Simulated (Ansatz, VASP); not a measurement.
## One calculation of Hf2H, two programs

File INCAR:

```
SYSTEM = Hf2H
PREC = Accurate ; ENCUT = 520
EDIFF = 1E-6 ; ISMEAR = 0
SIGMA = 0.1 ; LREAL = .FALSE.
LASPH = .TRUE. ; NELM = 100
ALGO = Normal ; ISIF = 2
LWAVE = .FALSE. ; LCHARG = .FALSE.
GGA = PE ; NBANDS = 18
```

The input KPOINTS:

```
Automatic mesh
0
G
  6 6 4
  0 0 0
```

Contents of POSCAR:

```
Hf2H
1.0
    3.0125252900      0.0000000000      0.0000000000
   -1.5062626500      2.6089234300      0.0000000000
    0.0000000000      0.0000000000      4.8453409900
Hf H
2 1
Direct
    0.3333333300      0.6666666700      0.2500000000
    0.6666666700      0.3333333300      0.7500000000
    0.0000000000      0.0000000000      0.0000000000
```

Input for Ansatz:

```yaml
crystal:
  lattice:
    - [3.01252529, 0.0, 0.0]
    - [-1.50626265, 2.60892343, 0.0]
    - [0.0, 0.0, 4.84534099]
  atoms:
    - { symbol: Hf, position: [0.33333333, 0.66666667, 0.25] }
    - { symbol: Hf, position: [0.66666667, 0.33333333, 0.75] }
    - { symbol: H, position: [0.0, 0.0, 0.0] }
basis:
  ecutwfc: 420
kpoints:
  mp_grid: { grid: [6, 6, 4] }
hamiltonian:
  xc: pbe
scf:
  occupations: { method: gaussian, width: 0.1 }
  lower_state_search: "off"
output:
  forces: true
  stress: true
  eigenvalues: true
```

Change from the starting cell: species swapped into the Ag2O type (P-3m1, No. 164).

Alike in both runs: task single point; functional PBE; k mesh 6 × 6 × 4; occupations gaussian, width 0.1 eV; no spin polarisation.

|  | VASP | Ansatz |
| --- | --- | --- |
| version | VASP 6.6.1 | Ansatz 0.2.0 |
| potentials or method | VASP PAW PBE potentials, release 64 (Hf_pv, H) | scalar-relativistic, plane waves, PAW |
| plane-wave cutoff (eV) | 520 | 420 |
| valence electrons in the cell | 21 | 53 |

VASP gave:

| Item | Value |
| --- | --- |
| gap on the k mesh at the Fermi level (eV) | none |
| rms of the force components (eV/Å) | 0.468 |

**Question.** Estimate Ansatz's values.

**Answer.** gap on the k mesh at the Fermi level (eV): none; rms of the force components (eV/Å): 0.478.

Atom by atom the forces differ by 0.009 eV/Å (rms over components). A gap of «none» marks a metal or a gap that the smearing closes. The two sets of potentials don't hold the same shells in valence.

Caveats: the k mesh is coarse (spacing up to 0.40 Å⁻¹), so the values aren't converged. The runs have no spin-orbit coupling, so splittings on Hf are missing.
